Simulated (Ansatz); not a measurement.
Sn:

```xyz
1
Lattice="-1.7265 1.7755 2.3383 1.7265 -1.7755 2.3383 1.7265 1.7755 -2.3383" Properties=species:S:1:pos:R:3 pbc="T T T"
Sn    0.0000    0.0000    0.0000
```

This isn't the form of Sn at room conditions, which is tetragonal (white tin).

| Quantity | Value |
| --- | --- |
| Program | Ansatz 0.2.0 |
| Task | relaxation of cell and atoms |
| Functional | BLYP |
| Dispersion | D3(BJ) |
| Potentials or basis | all-electron LAPW, scalar-relativistic |
| Basis error allowed | 0.001 eV/atom |
| k mesh | 11 × 11 × 11 |
| Occupations | fermi-dirac, width 0.05 eV |
| Spin | no spin polarisation |

At the start: volume 28.67 Å³/atom.

Where does the relaxation end?

Over 6 steps the energy falls by 8.8 meV/atom and the volume is 27.64 Å³/atom (-3.6 %); space group I4/mmm (No. 139, to 0.05 Å).

Step by step:
| step | energy change (eV) | largest force (eV/Å) | volume (Å³) |
| --- | --- | --- | --- |
| 1 | 0.0000 | 0.0000 | 28.67 |
| 2 | -0.0081 | 0.0000 | 27.64 |
| 3 | -0.0087 | 0.0000 | 27.56 |
| 4 | -0.0088 | 0.0000 | 27.62 |
| 5 | -0.0088 | 0.0000 | 27.64 |
| 6 | -0.0088 | 0.0000 | 27.64 |

Final structure:
```cif
data_structure
_symmetry_space_group_name_H-M 'P 1'
_symmetry_Int_Tables_number 1
_cell_length_a 3.3765
_cell_length_b 3.3765
_cell_length_c 3.3765
_cell_angle_alpha 118.951
_cell_angle_beta 118.952
_cell_angle_gamma 91.826
_cell_volume 27.64
loop_
_atom_site_label
_atom_site_type_symbol
_atom_site_fract_x
_atom_site_fract_y
_atom_site_fract_z
_atom_site_occupancy
Sn1 Sn 0.00000 0.00000 0.00000 1
```
